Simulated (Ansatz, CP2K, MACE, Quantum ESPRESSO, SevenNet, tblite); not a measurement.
**How stiff is rock-salt KCl, displaced supercell (64 atoms)? Programs compared**

How stiff is rock-salt KCl, displaced supercell (64 atoms) under an even change of volume, and do other programs and learned potentials give the same pressure and slope as plane waves?

Results are calculated, not measured.

## (1) The cell

The cell holds 64 atoms (32 K and 32 Cl), with edges of 12.59, 12.59 and 12.59 Å. Recipe: rock-salt KCl (a = 6.293 Å), 2 x 2 x 2 conventional cells, xy shear strain +3 %; every coordinate displaced by a Gaussian of 0.07 Å.

Bonds by pair of elements; cutoffs follow the first minimum of g(r), held within bounds set by covalent radii, and pairs that aren't listed don't count as bonded:

| pair A-B | cutoff (Å) | bonds | mean length (Å) | spread (Å) | shortest (Å) | B about A | A about B |
| --- | --- | --- | --- | --- | --- | --- | --- |
| Cl-K | 3.73 | 192 | 3.15 | 0.094 | 2.90 | 6 | 6 |

## (2) The reference input

Quantum ESPRESSO 7.5: Kohn-Sham DFT, PBE, SSSP efficiency 1.3.0 pseudopotentials, plane waves. Its input, pw.in, for the unchanged cell:

```
&control
  calculation = 'scf'
  pseudo_dir = './pseudo'
  outdir = './tmp'
  disk_io = 'none'
  tprnfor = .true.
  tstress = .true.
/
&system
  ibrav = 0
  nat = 64
  ntyp = 2
  ecutwfc = 45
  ecutrho = 360
  nosym = .true.
  occupations = 'smearing'
  smearing = 'fd'
  degauss = 0.003675
/
&electrons
  conv_thr = 3.2e-07
  electron_maxstep = 100
  mixing_beta = 0.4
  mixing_mode = 'plain'
  diagonalization = 'david'
/
ATOMIC_SPECIES
K 39.098 K.upf
Cl 35.450 Cl.upf
CELL_PARAMETERS angstrom
12.58600 0.18879 0.00000
0.18879 12.58600 0.00000
0.00000 0.00000 12.58600
ATOMIC_POSITIONS crystal
K 0.99699 0.99795 0.99420
Cl 0.25091 0.00164 0.99958
K 0.98620 0.25287 0.24731
Cl 0.25608 0.24485 0.25042
[... 58 atom lines left out ...]
K 0.74653 0.75795 0.49933
Cl 0.49185 0.75523 0.50240
K_POINTS gamma
```

```console
$ OMP_NUM_THREADS=1 mpirun -np 4 pw.x -in pw.in > output.txt
```

Wall time 3.2 min (4 MPI ranks of Arm Neoverse V1, shared host); peak memory 4.5 GiB.

It converged with an r.m.s. force component of 0.16 eV/Å and a pressure of 0.88 GPa.

## (3) Programs and settings

Every level solves the same cells as single points. CPU time is summed over a level's finished runs, on a host shared with the other runs, so it is rough; the force column is the median over cells of the r.m.s. difference of force components from the reference.

```
                   level                      basis or training data  k-points  runs finished  CPU time  peak memory (GiB)  force difference (meV/Å)
                 QE, PBE     plane waves, SSSP efficiency, 45/360 Ry         Γ         8 of 8     1.8 h                4.9                 reference
   CP2K double zeta, PBE  DZVP-MOLOPT-SR, GTH-PBE potentials, 600 Ry         Γ         8 of 8    44 min                5.8                        11
CP2K double zeta, PBEsol  DZVP-MOLOPT-SR, GTH-PBE potentials, 600 Ry         Γ         8 of 8    45 min                5.8                       7.4
  CP2K double zeta, RPBE  DZVP-MOLOPT-SR, GTH-PBE potentials, 600 Ry         Γ         8 of 8    45 min                5.8                        23
         tblite GFN1-xTB  tight binding with its own dispersion term         Γ         8 of 8      26 s               0.12                        80
       MACE MPA-0 medium          trained on PBE(+U) plane-wave data         -         8 of 8      66 s               0.72                        12
              SevenNet 0          trained on PBE(+U) plane-wave data         -         8 of 8      66 s               0.66                        11
```

The reference's own r.m.s. force component runs from 132 to 192 meV/Å over these cells.

## (4) Pressure against volume

The cell is scaled evenly with fractional positions held. The unchanged volume is 31.145 Å³ an atom. Pressures in GPa:

| level | -6 % | -3 % | 0 | +3 % | +6 % |
| --- | --- | --- | --- | --- | --- |
| QE, PBE | 2.36 | 1.56 | 0.88 | 0.31 | -0.17 |
| CP2K double zeta, PBE | 2.74 | 1.91 | 1.20 | 0.60 | 0.09 |
| CP2K double zeta, PBEsol | 1.44 | 0.71 | 0.10 | -0.41 | -0.83 |
| CP2K double zeta, RPBE | 4.49 | 3.56 | 2.77 | 2.09 | 1.50 |
| tblite GFN1-xTB | -1.55 | -1.77 | -1.96 | -2.13 | -2.27 |
| MACE MPA-0 medium | 2.41 | 1.67 | 1.02 | 0.46 | -0.04 |
| SevenNet 0 | 2.50 | 1.67 | 0.97 | 0.39 | -0.09 |

Energy less that of the unchanged cell at the same level, in meV an atom:

| level | -6 % | -3 % | +3 % | +6 % |
| --- | --- | --- | --- | --- |
| QE, PBE | 20.00 | 7.88 | -4.19 | -5.28 |
| CP2K double zeta, PBE | 22.46 | 9.00 | -5.20 | -7.18 |
| CP2K double zeta, PBEsol | 8.52 | 2.32 | 0.93 | 4.59 |
| CP2K double zeta, RPBE | 41.82 | 18.41 | -14.11 | -24.52 |
| tblite GFN1-xTB | -20.57 | -10.88 | 11.92 | 24.75 |
| MACE MPA-0 medium | 19.61 | 7.80 | -4.30 | -5.51 |
| SevenNet 0 | 19.71 | 7.63 | -3.91 | -4.74 |

## (5) Moduli

From the three volumes nearest the unchanged one: B from the slope of pressure against ln V and from the curvature of the energy, the pressure that the slope of the energy implies, and the volume change at which the printed pressure crosses zero (a dash if it doesn't within the range).

| level | B from pressures (GPa) | B from energies (GPa) | printed pressure (GPa) | pressure from energies (GPa) | zero pressure at (%) |
| --- | --- | --- | --- | --- | --- |
| QE, PBE | 20.7 | 21.1 | 0.88 | 1.03 | +4.9 |
| CP2K double zeta, PBE | 21.7 | 21.7 | 1.20 | 1.22 | - |
| CP2K double zeta, PBEsol | 18.6 | 18.6 | 0.10 | 0.12 | +0.6 |
| CP2K double zeta, RPBE | 24.6 | 24.6 | 2.77 | 2.79 | - |
| tblite GFN1-xTB | 6.0 | 5.9 | -1.96 | -1.96 | - |
| MACE MPA-0 medium | 20.1 | 20.0 | 1.02 | 1.04 | +5.8 |
| SevenNet 0 | 21.3 | 21.3 | 0.97 | 0.99 | +5.4 |

As a check by hand on the reference: from -3 to +3 % the pressure falls by 1.24 GPa while ln V grows by 0.0600, a ratio of 20.7 GPa.

## (6) Stiffness

From ±1 % strain along x and a shear of 2 % (engineering, one-sided) in xy, in the cell's Cartesian axes, in GPa:

| level | C11 | C12 | C13 | C66 |
| --- | --- | --- | --- | --- |
| QE, PBE | 48 | 7 | 7 | 6 |
| CP2K double zeta, PBE | 50 | 8 | 8 | 6 |
| CP2K double zeta, PBEsol | 45 | 6 | 6 | 7 |
| CP2K double zeta, RPBE | 55 | 9 | 9 | 6 |
| tblite GFN1-xTB | 21 | -1 | -1 | 2 |
| MACE MPA-0 medium | 43 | 9 | 9 | 7 |
| SevenNet 0 | 48 | 8 | 8 | 7 |

Gap between the highest filled and the lowest empty level on the runs' k-points, in eV:

| level | -6 % | -3 % | 0 | +3 % | +6 % |
| --- | --- | --- | --- | --- | --- |
| QE, PBE | 5.25 | 5.13 | 5.02 | 4.92 | 4.82 |
| CP2K double zeta, PBE | 5.24 | 5.12 | 5.00 | 4.89 | 4.79 |
| CP2K double zeta, PBEsol | 5.06 | 4.94 | 4.83 | 4.73 | 4.64 |
| CP2K double zeta, RPBE | 5.57 | 5.45 | 5.33 | 5.22 | 5.11 |

## (7) Findings

The plane-wave reference (PBE) gives a bulk modulus of 20.7 GPa from its pressures, at a volume where its pressure is 0.88 GPa; that pressure crosses zero at +4.9 %. Other programs at PBE: CP2K double zeta, PBE 21.7 GPa (+5 %); its pressure lies +0.32 GPa from the reference's. Other functionals: CP2K double zeta, PBEsol 18.6 GPa (-10 %) and CP2K double zeta, RPBE 24.6 GPa (+19 %); their pressures lie -0.78 to +1.89 GPa from the reference's.

Learned potentials: MACE MPA-0 medium 20.1 GPa (-3 %) and SevenNet 0 21.3 GPa (+3 %); their pressures lie +0.09 to +0.14 GPa from the reference's. Tight binding: tblite GFN1-xTB 6.0 GPa (-71 %); its pressure lies -2.84 GPa from the reference's. The moduli are read at one volume but at unlike pressures, and a cell under tension is as a rule softer than one under compression. Moduli from the energies run from 6 to 25 GPa, within 10 % of those from pressures. C11 is 48 GPa in the reference, and the other levels lie -57 to +16 % from it. The reference's gap falls as the cell grows, from 5.25 eV at -6 % to 4.82 eV at +6 %.

**Limits.** Atoms are held in fractional coordinates, so these moduli are upper bounds to relaxed ones. Three points at finite strain give rough moduli, at the given volume rather than at zero pressure. Pressures at a fixed plane-wave cutoff or in a small atom-centred basis hold some basis error. The reference samples only Γ, in a cell whose shortest periodic width is 13 Å. The reference isn't exact: its cutoffs and mesh weren't converged further here. The learned potentials mimic data converged in k, so the sampling error of the reference's coarse mesh counts against them here, while programs on the same mesh share it. Where levels are smeared, the DFT runs use Fermi–Dirac occupations at 580 K (0.05 eV), and energies are free energies.

[Logs are printed without paths, hosts, clocks, repeated set-up lines and the standing remarks that a program may print on its own settings, such as how far it seeks lower states.]

[Hosts, paths, dates, database ids (printed as entryN), source tags and the programs' standing remarks are cut or masked in the printed files.]
